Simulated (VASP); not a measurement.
Te, 3 atoms in the cell. The structure is monoclinic, space group C2/m (No. 12). Conventional cell: a = 7.666 Å, b = 4.385 Å, c = 5.889 Å, α = 90.00°, β = 90.48°, γ = 90.00°. Around Te (site symmetry m) lie 6 Te at 3.09 to 3.42 Å. Te (site symmetry 2/m) is surrounded by 6 Te at 3.11 to 3.29 Å. This isn't the form of Te at room conditions, which is trigonal, of chains.

```yaml
Program: VASP 6.6.1
Task: single point
Functional: PBE
Potentials_or_basis: VASP PAW PBE potentials, release 64 (Te)
Cutoff: 520 eV
k_mesh: 12 × 12 × 8
Occupations: gaussian, width 0.1 eV
Spin: no spin polarisation
Dipole_correction: no
Further_INCAR_settings: ALGO = Normal; EDIFF = 1e-06; NBANDS = 16
```

Potentials or basis: VASP PAW PBE potentials, release 64 (Te).

Run with:

```sh
$ cat potpaw_PBE.64/Te/POTCAR > POTCAR
$ mpirun -np 1 vasp_std > vasp.out
```

Hardware: 1 thread of Intel(R) Xeon(R) Platinum 8375C CPU @ 2.90GHz (Ice Lake), with other jobs on the host.

Question: How long does it take, and how much memory?

Answer: It took 5.5 min on 1 thread of Intel(R) Xeon(R) Platinum 8375C CPU @ 2.90GHz (Ice Lake) (shared host), peak memory 0.52 GiB. Counts: scf iterations 12, k points 320.
